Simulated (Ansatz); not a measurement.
**GeO2 under a change: pressure −2 GPa**

Take GeO2 in the rutile structure (space group P4_2/mnm, No. 136; a = 4.411 Å, c = 2.870 Å) as the base.

Perturbation: a negative pressure, −2 GPa.

The values are results of r2SCAN (Ansatz, a first-principles code; PAW; 500 eV plane waves; no spin-orbit coupling), not measurements. k-mesh 8×8×11 (Γ-centred); smearing 0.05 eV (Fermi–Dirac).

The volume per atom goes up by 0.079 Å³ to 9.38 Å³ and the lattice parameter a rises by 0.0157 Å, from 4.411 Å to 4.426 Å. The c/a ratio is nearly the same (0.651 against 0.649) and the shortest interatomic distance increases by 0.003 Å, from 1.877 Å to 1.880 Å. The enthalpy H = E + PV relative to the base's energy amounts to -0.12 eV/atom and the band gap decreases by 0.10 eV (2.51 eV → 2.41 eV). The gap character remains direct at Γ and the width of the top valence band is nearly the same (1.93 eV against 1.91 eV). The electron mass goes from 0.23 mₑ along c, 0.28 mₑ across (at Γ) to 0.22 mₑ along c, 0.28 mₑ across (at Γ) and the valence-band top at Γ (three highest levels, from the VBM) becomes 0.00, -0.81, -0.81 eV (base: 0.00, -0.82, -0.82 eV).

Final structure:

```xyz
6
Lattice="4.4263 0.0000 0.0000 0.0000 4.4263 0.0000 0.0000 0.0000 2.8739" Properties=species:S:1:pos:R:3 pbc="T T T"
Ge     0.0000     0.0000     0.0000
Ge     2.2131     2.2131     1.4369
O      1.3559     1.3559     0.0000
O      3.5690     0.8573     1.4369
O      0.8573     3.5690     1.4369
O      3.0704     3.0704     0.0000
```

Load acts through the strain it causes; cell and atoms are relaxed under it. Masses are band curvatures over ±0.01 Å⁻¹ around the edge. No phonon test of stability was made.
